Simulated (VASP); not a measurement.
# TiS2 (P-3m1) in VASP: single point with PBE

Aim: the single point of TiS2 with PBE.

Everything below comes from runs of VASP 6.6.1. Logs are shortened: lines on timing, memory, paths and dates and some standing lists are left out, and cuts for length are marked.

### Step 1. The crystal as given

The structure is trigonal, space group P-3m1 (No. 164). Conventional cell: a = 3.412 Å, b = 3.412 Å, c = 5.695 Å, α = 90.00°, β = 90.00°, γ = 120.00°. Ti (site symmetry -3m) has 6 S at 2.43 Å as nearest neighbours. S (site symmetry 3m) is surrounded by 3 Ti at 2.43 Å.

### Step 2. Single point, PBE

INCAR

```
ALGO = Fast
EDIFF = 1E-6
ENCUT = 520
GGA = PE
ISIF = 2
ISMEAR = -1
LASPH = T
LCHARG = F
LREAL = F
LWAVE = F
NBANDS = 19
NELM = 100
PREC = Accurate
SIGMA = 0.05
```

KPOINTS

```
k-points
0
Gamma
  12 12 7
```

POSCAR

```
TiS2
1.0
    3.4120005726      0.0000000000      0.0000000000
   -1.7060002863      2.9548791736      0.0000000000
    0.0000000000      0.0000000000      5.6950000000
Ti S
1 2
Direct
    0.0000000000      0.0000000000      0.0000000000
    0.3333333333      0.6666666667      0.2500000000
    0.6666666667      0.3333333333      0.7500000000
```

Potentials or basis: VASP PAW PBE potentials, release 64 (Ti_sv, S).

Run with:

```sh
$ cat potpaw_PBE.64/Ti_sv/POTCAR potpaw_PBE.64/S/POTCAR > POTCAR
$ mpirun -np 1 vasp_std > vasp.out
```

OUTCAR:

```text
EDIFF = 1E-6
   ENCUT = 520
   GGA = PE
   ISIF = 2
   ISMEAR = -1
   LASPH = T
   LREAL = F
   NELM = 100
   PREC = Accurate

 ion  position               nearest neighbor table
   1  0.000  0.000  0.000-   2 2.43   3 2.43   3 2.43   2 2.43   3 2.43   2 2.43
   2  0.333  0.667  0.250-   1 2.43   1 2.43   1 2.43
   3  0.667  0.333  0.750-   1 2.43   1 2.43   1 2.43

  LATTYP: Found a hexagonal cell.
 ALAT       =     3.4120005726
 C/A-ratio  =     1.6691087469

  Lattice vectors:

 A1 = (   3.4120005726,   0.0000000000,   0.0000000000)
 A2 = (  -1.7060002863,   2.9548791736,   0.0000000000)
 A3 = (   0.0000000000,   0.0000000000,   5.6950000000)

Analysis of symmetry for initial positions (statically):
=====================================================================
 Subroutine PRICEL returns:
 Original cell was already a primitive cell.

 Routine SETGRP: Setting up the symmetry group for a
 hexagonal supercell.

 Subroutine GETGRP returns: Found 12 space group operations
 (whereof 12 operations were pure point group operations)
 out of a pool of 24 trial point group operations.

The static configuration has the point symmetry D_3d.

Analysis of symmetry for dynamics (positions and initial velocities):
=====================================================================
 Subroutine PRICEL returns:
 Original cell was already a primitive cell.

 Routine SETGRP: Setting up the symmetry group for a
 hexagonal supercell.

 Subroutine GETGRP returns: Found 12 space group operations
 (whereof 12 operations were pure point group operations)
 out of a pool of 24 trial point group operations.

The dynamic configuration has the point symmetry D_3d.

 Subroutine INISYM returns: Found 12 space group operations
 (whereof 12 operations are pure point group operations),
 and found     1 'primitive' translations

----------------------------------------------------------------------------------------

                                     Primitive cell

  volume of cell :      57.4173

  direct lattice vectors                    reciprocal lattice vectors
     3.412000573  0.000000000  0.000000000     0.293083186  0.169211657  0.000000000
    -1.706000286  2.954879174  0.000000000     0.000000000  0.338423313  0.000000000
     0.000000000  0.000000000  5.695000000     0.000000000  0.000000000  0.175592625

  length of vectors
     3.412000573  3.412000573  5.695000000     0.338423313  0.338423313  0.175592625

  position of ions in fractional coordinates (direct lattice)
     0.000000000  0.000000000  0.000000000
     0.333333333  0.666666667  0.250000000
     0.666666667  0.333333333  0.750000000

  ion indices of the primitive-cell ions
   primitive index   ion index
                 1           1
                 2           2
                 3           3

----------------------------------------------------------------------------------------

 KPOINTS: k-points

Automatic generation of k-mesh.
 Grid dimensions read from file:
 generate k-points for:   12   12    7

 Generating k-lattice:

  Cartesian coordinates                     Fractional coordinates (reciprocal lattice)
     0.024423599  0.014100971  0.000000000     0.083333333  0.000000000  0.000000000
     0.000000000  0.028201943  0.000000000     0.000000000  0.083333333  0.000000000
     0.000000000  0.000000000  0.025084661     0.000000000  0.000000000  0.142857143

  Length of vectors
     0.028201943  0.028201943  0.025084661

  Shift w.r.t. Gamma in fractional coordinates (k-lattice)
     0.000000000  0.000000000  0.000000000

 Subroutine IBZKPT returns following result:
 ===========================================

 Found    112 irreducible k-points:

 Following reciprocal coordinates:
            Coordinates               Weight
  0.000000  0.000000  0.000000      1.000000
  0.083333 -0.000000  0.000000      6.000000
  0.166667  0.000000  0.000000      6.000000
  0.250000 -0.000000  0.000000      6.000000
  0.333333 -0.000000  0.000000      6.000000
  0.416667  0.000000  0.000000      6.000000
[... 16 lines left out ...]
  0.166667  0.000000  0.142857      6.000000
  0.000000  0.166667  0.142857      6.000000
 [... further k-points ...]
   k-points           NKPTS =    112   k-points in BZ     NKDIM =    112   number of bands    NBANDS=     19
   number of dos      NEDOS =    301   number of ions     NIONS =      3
   total plane-waves  NPLWV =  32928
   dimension x,y,z NGX =    28 NGY =   28 NGZ =   42
   dimension x,y,z NGXF=    56 NGYF=   56 NGZF=   84
   ions per type =               1   2
   NGX,Y,Z   is equivalent  to a cutoff of  13.64, 13.64, 12.26 a.u.
   NGXF,Y,Z  is equivalent  to a cutoff of  27.29, 27.29, 24.52 a.u.
 SYSTEM =  unknown system
   PREC   = accura    normal or accurate (medium, high low for compatibility)
   ISTART =      0    job   : 0-new  1-cont  2-samecut
   ICHARG =      2    charge: 1-file 2-atom 10-const
   ISPIN  =      1    spin polarized calculation?
   LNONCOLLINEAR =      F non collinear calculations
   LSORBIT =      F    spin-orbit coupling
   LASPH  =      T    aspherical Exc in radial PAW
   ENCUT  =  520.0 eV  38.22 Ry    6.18 a.u.   6.34  6.34 10.59*2*pi/ulx,y,z
   NELM   =    100;   NELMIN=  2; NELMDL= -5     # of ELM steps
   EDIFF  = 0.1E-05   stopping-criterion for ELM
   LREAL  =      F    real-space projection
   EDIFFG = 0.1E-04   stopping-criterion for IOM
   NSW    =      0    number of steps for IOM
   IBRION =     -1    ionic relax: 0-MD 1-quasi-New 2-CG
   NFREE  =      0    steps in history (QN), initial steepest desc. (CG)
   ISIF   =      2    stress and relaxation
   ISYM   =      2    0-nonsym 1-usesym 2-fastsym
   POTIM  = 0.5000    time-step for ionic-motion
   TEBEG  =    0.0;   TEEND  =   0.0 temperature during run
   PSTRESS=    0.0 pullay stress
   NELECT =      24.0000    total number of electrons
   NUPDOWN=      -1.0000    fix difference up-down
   EMIN   =  10.00;   EMAX   =-10.00  energy-range for DOS
   EFERMI =   0.00;   METHOD = LEGACY
   ISMEAR =    -1;   SIGMA  =   0.05  broadening in eV -4-tet -1-fermi 0-gaus
   EFERMI_NEDOS =   21; number of points for ismear=-14 and -15
   IALGO  =     68    algorithm
   IMIX   =      4    mixing-type and parameters
     AMIX     =   0.40;   BMIX     =  1.00
     AMIX_MAG =   1.60;   BMIX_MAG =  1.00
  volume/ion in A,a.u.               =      19.14       129.16
  Fermi-wavevector in a.u.,A,eV,Ry     =   1.224046  2.313111 20.385453  1.498289
  Thomas-Fermi vector in A             =   2.359135
   LORBIT       =      0    0 simple, 1 ext, 2 COOP (PROOUT), +10 PAW based schemes
   GGA     = PE    functional components
   LHFCALC =     F    Hartree Fock is set to
   AEXX    =    0.0000 exact exchange contribution
   IVDW    =     0    specifies the selected vdW correction
   LEPSILON=     F    determine dielectric tensor
   LRPA    =     F    only Hartree local field effects (RPA)
 non-spin polarized calculation
 RMM-DIIS sequential band-by-band and
  energy-cutoff  :      520.00
  volume of cell :       57.42
 maximum number of plane-waves:      1572
 NGX is ok and might be reduce to    28
   NGX = 13   NGY = 13   NGZ = 21

 number of electron      23.9999999 magnetization

 Free energy of the ion-electron system (eV)
  ---------------------------------------------------
  ext. energy  EPLUGINS =         0.00000000
  ---------------------------------------------------
  free energy    TOTEN  =       -19.93060367 eV

  energy without entropy =      -19.92698244  energy(sigma->0) =      -19.92879305

 E-fermi :   5.4193     XC(G=0): -10.0957

 val. band max:        5.4031426195   @ k =   0.5000  -0.0000   0.4286
 cond. band min:       5.4298439424   @ k =   0.0000   0.4167   0.4286
 fundamental gap:      0.0267013228
 Fermi energy:         5.4192591909

 k-point     1 :       0.0000    0.0000    0.0000
  band No.  band energies     occupation
      1     -52.2371      2.00000
      2     -28.4589      2.00000
      3     -28.4154      2.00000
      4     -28.4154      2.00000
      5      -8.3125      2.00000
      6      -6.6368      2.00000
[... 11 lines left out ...]
     18      11.5089      0.00000
     19      12.3008      0.00000

 k-point     2 :       0.0833   -0.0000    0.0000
  band No.  band energies     occupation
      1     -52.2363      2.00000
      2     -28.4573      2.00000
      3     -28.4240      2.00000
      4     -28.4174      2.00000
      5      -8.2310      2.00000
      6      -6.6193      2.00000
[... 11 lines left out ...]
     18      11.9932      0.00000
     19      12.6534      0.00000

 k-point     3 :       0.1667    0.0000    0.0000
  band No.  band energies     occupation
      1     -52.2342      2.00000
      2     -28.4529      2.00000
      3     -28.4472      2.00000
      4     -28.4227      2.00000
      5      -7.9968      2.00000
      6      -6.5720      2.00000
[... 11 lines left out ...]
     18      12.8133      0.00000
     19      13.4442      0.00000

 k-point     4 :       0.2500   -0.0000    0.0000
  band No.  band energies     occupation
      1     -52.2312      2.00000
      2     -28.4793      2.00000
      3     -28.4463      2.00000
      4     -28.4300      2.00000
      5      -7.6426      2.00000
      6      -6.5110      2.00000
[... 407 lines left out ...]
     18      12.0221      0.00000
     19      12.9499      0.00000

 k-point    23 :       0.1667    0.0000    0.1429
  band No.  band energies     occupation
      1     -52.2342      2.00000
      2     -28.4529      2.00000
      3     -28.4472      2.00000
      4     -28.4227      2.00000
      5      -7.9462      2.00000
      6      -6.6563      2.00000
[... 11 lines left out ...]
     18      13.0175      0.00000
     19      13.4259      0.00000

 k-point    24 :       0.0000    0.1667    0.1429
  band No.  band energies     occupation
      1     -52.2342      2.00000
      2     -28.4529      2.00000
      3     -28.4472      2.00000
      4     -28.4227      2.00000
      5      -7.9530      2.00000
      6      -6.6438      2.00000
[... 11 lines left out ...]
     18      12.7177      0.00000
     19      13.7621      0.00000

 [... further k-points ...]

------------------------ aborting loop because EDIFF is reached ----------------------------------------

  FORCE on cell =-STRESS in cart. coord.  units (eV):
  Direction    XX          YY          ZZ          XY          YZ          ZX
  --------------------------------------------------------------------------------------
  -------------------------------------------------------------------------------------
  Total        0.0074452      0.0074452      0.3813366      0.0000000      0.0000000      0.0000000
  in kB        0.2077522      0.2077522     10.6408560      0.0000000      0.0000000      0.0000000
  external PRESSURE =       3.6854535 kB  Pullay stress =       0.0000000 kB

 VOLUME and BASIS-vectors are now :
 -----------------------------------------------------------------------------
  energy-cutoff  :      520.00
  volume of cell :       57.42
      direct lattice vectors                 reciprocal lattice vectors
     3.412000573  0.000000000  0.000000000     0.293083186  0.169211657  0.000000000
    -1.706000286  2.954879174  0.000000000     0.000000000  0.338423313  0.000000000
     0.000000000  0.000000000  5.695000000     0.000000000  0.000000000  0.175592625

 POSITION                                       TOTAL-FORCE (eV/Angst)
 -----------------------------------------------------------------------------------
      0.00000      0.00000      0.00000        -0.000000      0.000000      0.000000
     -0.00000      1.96992      1.42375         0.000000     -0.000000     -0.133033
      1.70600      0.98496      4.27125        -0.000000      0.000000      0.133033
 -----------------------------------------------------------------------------------
    total drift:                               -0.000000     -0.000000     -0.000000

  FREE ENERGIE OF THE ION-ELECTRON SYSTEM (eV)
  ---------------------------------------------------
  free  energy   TOTEN  =       -19.9306036666 eV

  energy  without entropy=      -19.9269824402  energy(sigma->0) =      -19.92879305
```

Wall time 2.2 min (1 thread of Intel Xeon Platinum 8488C (Sapphire Rapids), shared host); peak memory 0.25 GiB.

What came out:

- Free energy: -19.9306 eV
- Pressure: 0.4 GPa
- Largest force: 0.133 eV/Å
- Band gap on the k mesh: none (metal or under the smearing width)

Forces on the atoms (eV/Å):
```
Ti   0.000  0.000  0.000
S    0.000  0.000 -0.133
S    0.000  0.000  0.133
```

Stress tensor (GPa, compression positive):
```
0.02 0.00 0.00
0.00 0.02 0.00
0.00 0.00 1.06
```

Levels at points of the mesh, in eV from the Fermi level:
```
           k point  band 8  band 9  band 10  band 11  band 12  band 13  band 14  band 15  band 16  band 17
(0.00, 0.00, 0.00)   -2.75   -2.75    -0.02     0.08     0.08     0.50     0.50     0.91     3.44     3.44
(0.50, 0.00, 0.00)   -3.70   -2.89    -2.64    -2.61    -1.57     0.22     1.52     1.93     3.68     3.81
```
